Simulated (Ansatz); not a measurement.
# PbO

Level of theory: DFT, PBE, scalar-relativistic, no spin polarisation; plane waves to 420 eV with PAW datasets (Ansatz 0.2.0), 6×3×5 k-mesh, Gaussian smearing of 0.05 eV. The datasets are Ansatz's generated set soft_2.

```
CELL_PARAMETERS angstrom
4.05682 0.00000 0.00000
0.00000 8.11364 0.00000
0.00000 0.00000 5.59708
ATOMIC_POSITIONS crystal
Pb 0.50000 0.00000 0.21262
Pb 0.00000 0.25000 0.78738
O 0.00000 0.00000 0.00000
O 0.50000 0.25000 0.00000
Pb 0.50000 0.50000 0.21262
Pb 0.00000 0.75000 0.78738
O 0.00000 0.50000 0.00000
O 0.50000 0.75000 0.00000
```

The compound is reported in the structure type of the start.

The cell above (space group P4/nmm at a tolerance of 0.05 Å) comes from a relaxation within its symmetry on a finer mesh. All atoms were then moved at random (spread 0.15 Å) and the cell was relaxed without symmetry.

Question: Does the structure survive?

Answer: It returns: the energy ends within 0.1 meV/atom of the undisturbed cell and space group P4/nmm is found again (tolerance 0.05 Å). The test covers only distortions that fit this cell.

```
step (a selection, trial steps included)  E − E(end) (meV/atom)
                                       1                  183.8
                                       2                   43.4
                                       3                    4.6
                                       4                    0.7
                                       5                    0.1
                                       6                    0.0
```

 Spin–orbit coupling, which matters for such heavy elements, is left out.
